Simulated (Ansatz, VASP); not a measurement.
# Ba: VASP beside Ansatz

```xyz
3
Lattice="6.8943 0.0000 0.0000 -3.4471 5.9706 0.0000 0.0000 0.0000 4.1035" Properties=species:S:1:pos:R:3 pbc="T T T"
Ba    0.0000    0.0000    4.1035
Ba    0.0000    3.9804    2.0518
Ba    3.4471    1.9902    2.0518
```

Alike in both runs: task single point; functional PBEsol; k mesh 7 × 7 × 10; occupations fermi-dirac, width 0.1 eV; no spin polarisation.

|  | VASP | Ansatz |
| --- | --- | --- |
| version | VASP 6.6.1 | Ansatz 0.2.0 |
| potentials or method | VASP PAW PBE potentials, release 64 (Ba_sv) | plane waves (420 eV) with PAW, scalar-relativistic |
| plane-wave cutoff (eV) | 520 | 420 |
| valence electrons in the cell | 30 | 30 |

```csv
,VASP,Ansatz,Ansatz less VASP
pressure (GPa),0.4,0.3,-0.10
```

Ansatz warned: «pseudo_functional_mismatch».

Caveats: the PAW data sets were made with another functional, which shifts forces and pressure a little (VASP). The runs have no spin-orbit coupling, so splittings on Ba are missing.
